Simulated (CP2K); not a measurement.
The system is Ge.

```xyz
2
Lattice="4.0007 0.0000 0.0000 2.0003 3.4647 0.0000 2.0003 1.1549 3.2665" Properties=species:S:1:pos:R:3 pbc="T T T"
Ge    6.0010    3.4647    2.4499
Ge    4.0007    2.3098    1.6333
```

Base run:

- Program: CP2K 2026.2
- Functional: PBE
- Potentials or basis: POTENTIAL_UZH Ge GTH-PBE-q4; TZVP-MOLOPT-PBE-GTH basis
- Density cutoff: 6123 eV
- k mesh: 8 × 8 × 8
- Occupations: fermi-dirac, width 0.05 eV
- Spin: no spin polarisation

Its results: band gap on the k mesh none (metal or under the smearing width); pressure 4.0 GPa.

Problem. The run is repeated on the same cell with these changes: functional from PBE to PBEsol. What comes out?

Solution. Band gap on the k mesh 0.05 eV, direct; pressure 3.4 GPa.

PBEsol binds more tightly than PBE, so the same cell stands under less pressure.

Caveats: the basis of atomic orbitals isn't converged, which shifts pressures, moduli and gaps; the potentials were made for another functional, which shifts forces and pressure (some runs).
